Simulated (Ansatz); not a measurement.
GeO$_{2}$:
```xyz
9
Lattice="4.8903 0.0000 0.0000 -2.4451 4.2351 0.0000 0.0000 0.0000 5.6141" Properties=species:S:1:pos:R:3 pbc="T T T"
Ge     2.1806     0.0000     1.8714
Ge    -1.0903     1.8885     3.7428
Ge     1.3548     2.3466     0.0000
O      1.1531     1.3180     1.3957
O      3.1723     0.3396     3.2671
O      3.0100     2.5775     5.1384
O      0.5649     1.6576     4.2184
O     -1.2920     2.9171     2.3471
O      0.7271     3.8955     0.4757
```

Relaxed with LDA. Special points in fractions of this cell's reciprocal vectors: Γ (0.000, 0.000, 0.000); M (0.500, 0.000, 0.000); K (0.333, 0.333, 0.000); A (0.000, 0.000, 0.500); L (0.500, 0.000, 0.500); H (0.333, 0.333, 0.500).

**Question.** List the band energies nearest the valence-band maximum at these points for DFT-LDA in the program Ansatz with PAW potentials.

**Answer.** In eV from the valence-band maximum; about four levels below and three above (degenerate sets whole), none deeper than 8.9 eV; points with the same levels are listed once.

```
k                          below                above
-  -----------------------------  -------------------
Γ  -0.36 -0.36 -0.31 -0.05 -0.05       3.49 7.49 7.49
M        -0.39 -0.23 -0.13 -0.01       5.54 6.62 7.11
K  -0.43 -0.43 -0.13 -0.13 -0.02       6.07 6.07 7.24
A        -0.65 -0.65 -0.39 -0.15  5.48 5.48 8.55 8.55
L        -0.69 -0.52 -0.37 -0.02       5.86 6.75 7.82
H        -0.69 -0.44 -0.23 -0.23       5.92 7.18 7.18
```

Space group P3_121. The cell was relaxed with LDA under the symmetry of its start; phonons on a q-mesh show no instability. Scalar-relativistic: spin–orbit coupling is off unless named, which matters more the heavier the elements.

Potentials: the later of the program's two PAW sets.
